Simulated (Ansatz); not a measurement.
**Ge under changes of volume**

One of the cells (22.639 Å³/atom); the others are scaled copies at fixed shape and fractional positions:

```
CELL_PARAMETERS angstrom
0.00000 2.82891 2.82891
2.82891 0.00000 2.82891
2.82891 2.82891 0.00000
ATOMIC_POSITIONS crystal
Ge 0.75000 0.75000 0.75000
Ge 0.50000 0.50000 0.50000
```

```yaml
Program: Ansatz 0.2.0
Functional: RPBE
Potentials_or_basis: all-electron LAPW, scalar-relativistic
Cutoff: 291 eV (chosen from the basis error)
Basis_error_allowed: 0.002 eV/atom
k_mesh: 8 × 8 × 8
Occupations: fermi-dirac, width 0.05 eV
Spin: collinear spin, antiferromagnetic start
Starting_moments: "[0.5, -0.5] μB"
```

```csv
volume (Å³/atom),energy over the lowest point (meV/atom),pressure (GPa),gap on the mesh (eV)
21.281,?,?,?
21.733,68.06,8.9,0.39
22.186,45.54,7.1,0.33
22.639,28.04,5.4,0.15
23.092,14.88,4.0,none
23.545,5.64,2.6,none
23.997,0.00,1.4,none
```

What does the run at 21.281 Å³/atom give?

Energy over the lowest point 96.18 meV/atom; pressure 11.0 GPa; gap on the mesh 0.46 eV.

Worked out: A Birch-Murnaghan fit of order 3 (a polynomial in V^(-2/3)) to the other rows has its minimum at 24.63 Å³/atom, just outside them, with B0 = V·E''(V) = 52 GPa and B' = 5.0. It gives 95.99 meV/atom at 21.281 Å³/atom, against the run's 96.18, and -dE/dV = 11.0 GPa, against 11.0.

Energies are extrapolated to zero smearing.

Caveats: the starting moments weren't kept.

A mesh can miss the band edges. Spin-orbit coupling on Ge is left out.

A gap of «none» marks a metal or a gap under the smearing width.
